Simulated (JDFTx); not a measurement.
# BeTe (F-43m) in JDFTx: a series of runs

The runs below take BeTe through single point, with PBEsol, r2SCAN.

Everything below comes from runs of JDFTx 1.7.0 (patched build). Logs are shortened: lines on timing, memory, paths and dates and some standing lists are left out, and cuts for length are marked. The log counts tension as positive stress, the text compression.

**1. The crystal as given**

Symmetry: F-43m, No. 216, cubic system. The conventional cell has a = 5.540 Å, b = 5.540 Å, c = 5.540 Å, α = 90.00°, β = 90.00°, γ = 90.00°. Te (site symmetry -43m) is surrounded by 4 Be at 2.40 Å. Be (site symmetry -43m) has 4 Te at 2.40 Å as nearest neighbours.

**2. Single point, PBEsol**

File BeTe.in:

```
lattice \
    0.0000000000     2.7700000000     2.7700000000 \
    2.7700000000     0.0000000000     2.7700000000 \
    2.7700000000     2.7700000000     0.0000000000
latt-scale 1.889726124626 1.889726124626 1.889726124626
coords-type Lattice
ion Te     0.7500000000     0.7500000000     0.7500000000 1
ion Be     0.0000000000     0.0000000000     0.0000000000 1

ion-species pseudo/Te.upf
ion-species pseudo/Be.upf
elec-cutoff 44 352
elec-ex-corr gga-PBEsol
kpoint-folding 8 8 8
elec-smearing Fermi 0.0018374661
elec-n-bands 16
electronic-SCF nIterations 100 energyDiffThreshold 1e-09
electronic-minimize nIterations 30 energyDiffThreshold 1e-7
converge-empty-states yes
forces-output-coords Cartesian

dump-name run.$VAR
dump End Ecomponents EigStats BandEigs Kpoints Forces Stress ElecDensity
```

Potentials or basis: PseudoDojo-SR-PBEsol-0.4.1-standard.

Launch:

```console
jdftx -c 1 -i BeTe.in -o BeTe.out
```

Standard output:

```text
*************** JDFTx 1.7.0 (patched build) ***************

Input parsed successfully to the following command list (including defaults):
[... the input with its defaults ...]

---------- Setting up symmetries ----------

Found 48 point-group symmetries of the bravais lattice
Found 24 space-group symmetries with basis
Applied RMS atom displacement 0 bohrs to make symmetries exact.

---------- Initializing the Grid ----------
R =
[            0      5.23454      5.23454  ]
[      5.23454            0      5.23454  ]
[      5.23454      5.23454            0  ]
unit cell volume = 286.857
G =
[  -0.600166   0.600166   0.600166  ]
[   0.600166  -0.600166   0.600166  ]
[   0.600166   0.600166  -0.600166  ]
Minimum fftbox size, Smin = [  64  64  64  ]
Chosen fftbox size, S = [  64  64  64  ]

---------- Initializing tighter grid for wavefunction operations ----------
R =
[            0      5.23454      5.23454  ]
[      5.23454            0      5.23454  ]
[      5.23454      5.23454            0  ]
unit cell volume = 286.857
G =
[  -0.600166   0.600166   0.600166  ]
[   0.600166  -0.600166   0.600166  ]
[   0.600166   0.600166  -0.600166  ]
Minimum fftbox size, Smin = [  48  48  48  ]
Chosen fftbox size, S = [  48  48  48  ]

---------- Exchange Correlation functional ----------
Initalized PBEsol GGA exchange.
Initalized PBEsol GGA correlation.

---------- Setting up pseudopotentials ----------
Width of ionic core gaussian charges (only for fluid interactions / plotting) set to 0

Reading pseudopotential file 'pseudo/Te.upf':
  'Te' pseudopotential, 'PBESOL' functional
  Generated using ONCVPSP code by D. R. Hamann
  16 valence electrons, 3 orbitals, 6 projectors, 1001 radial grid points, with lMax = 2
    4D    l: 2   occupation: 10.0   eigenvalue: -1.528329
    5S    l: 0   occupation:  2.0   eigenvalue: -0.556831
    5P    l: 1   occupation:  4.0   eigenvalue: -0.219319
  Core radius for overlap checks: 2.04 bohrs.

Reading pseudopotential file 'pseudo/Be.upf':
  'Be' pseudopotential, 'PBESOL' functional
  Generated using ONCVPSP code by D. R. Hamann
  4 valence electrons, 2 orbitals, 4 projectors, 1001 radial grid points, with lMax = 1
    1S    l: 0   occupation:  2.0   eigenvalue: -3.875373
    2S    l: 0   occupation:  2.0   eigenvalue: -0.203711
  Core radius for overlap checks: 1.30 bohrs.

Initialized 2 species with 2 total atoms.

Folded 1 k-points by 8x8x8 to 512 k-points.

---------- Setting up k-points, bands, fillings ----------
Adding inversion symmetry to k-mesh for non-inversion-symmetric unit cell.
Reduced to 29 k-points under symmetry.
Computing the number of bands and number of electrons
Calculating initial fillings.
nElectrons:  20.000000   nBands: 16   nStates: 29

----- Setting up reduced wavefunction bases (one per k-point) -----
average nbasis = 3999.025 , ideal nbasis = 3998.885

---------- Setting up ewald sum ----------
Optimum gaussian width for ewald sums = 2.377438 bohr.
Real space sum over 1331 unit cells with max indices [  5  5  5  ]
Reciprocal space sum over 2197 terms with max indices [  6  6  6  ]

---------- Allocating electronic variables ----------
Initializing wave functions:  linear combination of atomic orbitals
Note: number of bands (16) exceeds available atomic orbitals (11)
Te pseudo-atom occupations:   s ( 2 )  p ( 4 )  d ( 10 )
Be pseudo-atom occupations:   s ( 2 2 )
	FillingsUpdate:  mu: +0.391060310  nElectrons: 20.000000
LCAOMinimize: Iter:   0  F: -107.0835001663745487  |grad|_K:  1.718e-03  alpha:  1.000e+00
	FillingsUpdate:  mu: +0.384826151  nElectrons: 20.000000
LCAOMinimize: Iter:   1  F: -107.0915925794184034  |grad|_K:  4.225e-05  alpha:  7.268e-01  linmin:  5.506e-02  cgtest: -2.486e-01
	FillingsUpdate:  mu: +0.384925056  nElectrons: 20.000000
LCAOMinimize: Iter:   2  F: -107.0915980706001562  |grad|_K:  1.109e-05  alpha:  8.899e-01  linmin: -6.275e-04  cgtest:  2.861e-01
LCAOMinimize: Encountered beta<0, resetting CG.
	FillingsUpdate:  mu: +0.384963253  nElectrons: 20.000000
LCAOMinimize: Iter:   3  F: -107.0915983976226329  |grad|_K:  3.410e-07  alpha:  7.166e-01  linmin: -3.250e-04  cgtest:  1.424e-03
	FillingsUpdate:  mu: +0.384962922  nElectrons: 20.000000
LCAOMinimize: Iter:   4  F: -107.0915983980305128  |grad|_K:  1.804e-08  alpha:  9.431e-01  linmin: -1.350e-02  cgtest:  5.118e-02
LCAOMinimize: Converged (|Delta F|<1.000000e-06 for 2 iters).

-------- Electronic minimization -----------
Will mix electronic density at each iteration.
	FillingsUpdate:  mu: +0.384962922  nElectrons: 20.000000
	FillingsUpdate:  mu: +0.336744841  nElectrons: 20.000000
SCF: Cycle:  0   F: -107.202048782956567   dF: -1.105e-01   |Residual|: 1.751e-01   |deigs|: 2.021e-01
	FillingsUpdate:  mu: +0.335977619  nElectrons: 20.000000
SCF: Cycle:  1   F: -107.250013727196347   dF: -4.796e-02   |Residual|: 6.393e-02   |deigs|: 3.844e-02
	FillingsUpdate:  mu: +0.336565752  nElectrons: 20.000000
SCF: Cycle:  2   F: -107.256895725361346   dF: -6.882e-03   |Residual|: 1.037e-02   |deigs|: 2.034e-02
	FillingsUpdate:  mu: +0.337913411  nElectrons: 20.000000
SCF: Cycle:  3   F: -107.256949621781700   dF: -5.390e-05   |Residual|: 2.546e-03   |deigs|: 3.827e-03
	FillingsUpdate:  mu: +0.338255164  nElectrons: 20.000000
SCF: Cycle:  4   F: -107.256954939939774   dF: -5.318e-06   |Residual|: 9.349e-04   |deigs|: 6.658e-04
	FillingsUpdate:  mu: +0.338372310  nElectrons: 20.000000
SCF: Cycle:  5   F: -107.256955301026068   dF: -3.611e-07   |Residual|: 1.838e-04   |deigs|: 1.640e-04
	FillingsUpdate:  mu: +0.338406033  nElectrons: 20.000000
SCF: Cycle:  6   F: -107.256955365020943   dF: -6.399e-08   |Residual|: 8.450e-05   |deigs|: 7.937e-05
	FillingsUpdate:  mu: +0.338411427  nElectrons: 20.000000
SCF: Cycle:  7   F: -107.256955375292904   dF: -1.027e-08   |Residual|: 1.775e-05   |deigs|: 4.547e-05
	FillingsUpdate:  mu: +0.338415942  nElectrons: 20.000000
SCF: Cycle:  8   F: -107.256955377558796   dF: -2.266e-09   |Residual|: 7.107e-06   |deigs|: 4.519e-05
	FillingsUpdate:  mu: +0.338415705  nElectrons: 20.000000
SCF: Cycle:  9   F: -107.256955378185879   dF: -6.271e-10   |Residual|: 3.180e-06   |deigs|: 4.476e-05
	FillingsUpdate:  mu: +0.338416097  nElectrons: 20.000000
SCF: Cycle: 10   F: -107.256955378384703   dF: -1.988e-10   |Residual|: 8.654e-07   |deigs|: 4.255e-05
SCF: Converged (|Delta E|<1.000000e-09 for 2 iters).

Setting wave functions to eigenvectors of Hamiltonian
Converging empty states (this may take a while): |deigs|: 6.126e-04

# Stress tensor in Cartesian coordinates [Eh/a0^3]:
[  -8.1608e-05            0            0  ]
[            0  -8.1608e-05            0  ]
[            0            0  -8.1608e-05  ]

# Ionic positions in lattice coordinates:
ion Te   0.750000000000000   0.750000000000000   0.750000000000000 1
ion Be   0.000000000000000   0.000000000000000   0.000000000000000 1

# Forces in Cartesian coordinates:
force Te   0.000000000000000  -0.000000000000000   0.000000000000000 1
force Be  -0.000000000000000   0.000000000000000  -0.000000000000000 1

# Energy components:
   Eewald =      -64.4626813579180435
       EH =       29.4355422639479656
     Eloc =      -82.5782494763747792
      Enl =      -39.7226610523258401
      Exc =      -26.7741251773727953
 Exc_core =       11.3310416294207759
       KE =       65.5141777922587067
-------------------------------------
     Etot =     -107.2569553783639975
       TS =        0.0000000000207083
-------------------------------------
        F =     -107.2569553783847027

IonicMinimize: Iter:   0  F: -107.256955378384703  |grad|_K:        nan
IonicMinimize: None of the convergence criteria satisfied after 0 iterations.

#--- Lowdin population analysis ---
# oxidation-state Te -0.885
# oxidation-state Be +1.282

Dumping 'run.eigStats' ...
	eMin: -3.346534 at state 0 ( [ +0.000000 +0.000000 +0.000000 ] spin 0 )
	HOMO: +0.306226 at state 0 ( [ +0.000000 +0.000000 +0.000000 ] spin 0 )
	mu  : +0.338416
	LUMO: +0.370576 at state 20 ( [ +0.000000 +0.500000 +0.500000 ] spin 0 )
	eMax: +0.802696 at state 20 ( [ +0.000000 +0.500000 +0.500000 ] spin 0 )
	HOMO-LUMO gap: +0.064349
	Optical gap  : +0.132305 at state 0 ( [ +0.000000 +0.000000 +0.000000 ] spin 0 )
Done!
[note: the Lowdin charges miss the electrons that lie outside the files' atomic orbitals]
[note: mu as printed may lie anywhere between the filled and the empty levels]
```

It took 1.7 min on 1 thread of Arm Neoverse V1, shared host; peak memory 0.15 GiB.

What came out:

```yaml
Free_energy: -2918.6104 eV
Pressure: 2.4 GPa
Band_gap_on_the_k_mesh: 1.75 eV, indirect (least direct gap 3.60 eV)
```

Caveat: spin-orbit coupling is left out, which moves the levels of the heavy elements.

**3. Single point, r2SCAN**

File BeTe.in:

```
lattice Face-Centered Cubic 10.4690827304
coords-type Lattice
ion Te     0.7500000000     0.7500000000     0.7500000000 1
ion Be     0.0000000000     0.0000000000     0.0000000000 1

ion-species pseudo/Te.upf
ion-species pseudo/Be.upf
elec-cutoff 40 320
elec-ex-corr mgga-x-r2scan mgga-c-r2scan
kpoint-folding 6 6 6
elec-smearing Fermi 0.0018374661
elec-n-bands 16
electronic-SCF nIterations 100 energyDiffThreshold 1e-09
electronic-minimize nIterations 30 energyDiffThreshold 1e-7
converge-empty-states yes
forces-output-coords Cartesian

dump-name run.$VAR
dump End Ecomponents EigStats BandEigs Kpoints Forces Stress ElecDensity KEdensity
```

Potentials or basis: SG15-PBE-1.2.

Launch:

```console
jdftx -c 1 -i BeTe.in -o BeTe.out
```

Wall time 10 min (1 thread of Arm Neoverse V1, shared host); peak memory 0.17 GiB.

It converged, with:

```yaml
Free_energy: -2729.8584 eV
Pressure: 3.3 GPa
Band_gap_on_the_k_mesh: 2.37 eV, indirect (least direct gap 4.19 eV)
```

Levels at points of the mesh, in eV from the valence-band top:
| k point | band 6 | band 7 | band 8 | band 9 | band 10 | band 11 | band 12 | band 13 | band 14 | band 15 |
| --- | --- | --- | --- | --- | --- | --- | --- | --- | --- | --- |
| (0.00, 0.00, 0.00) | -35.75 | -13.18 | 0.00 | 0.00 | 0.00 | 4.19 | 4.19 | 4.19 | 4.77 | 9.61 |
| (0.00, 0.00, 0.50) | -35.74 | -11.70 | -5.94 | -1.22 | -1.22 | 3.88 | 5.23 | 5.23 | 8.75 | 12.19 |
| (0.00, 0.50, 0.50) | -35.74 | -11.16 | -5.44 | -2.87 | -2.87 | 2.37 | 3.30 | 11.01 | 11.01 | 12.96 |

Caveat: the potentials were made for another functional, which shifts forces and pressure; spin-orbit coupling is left out, which moves the levels of the heavy elements.
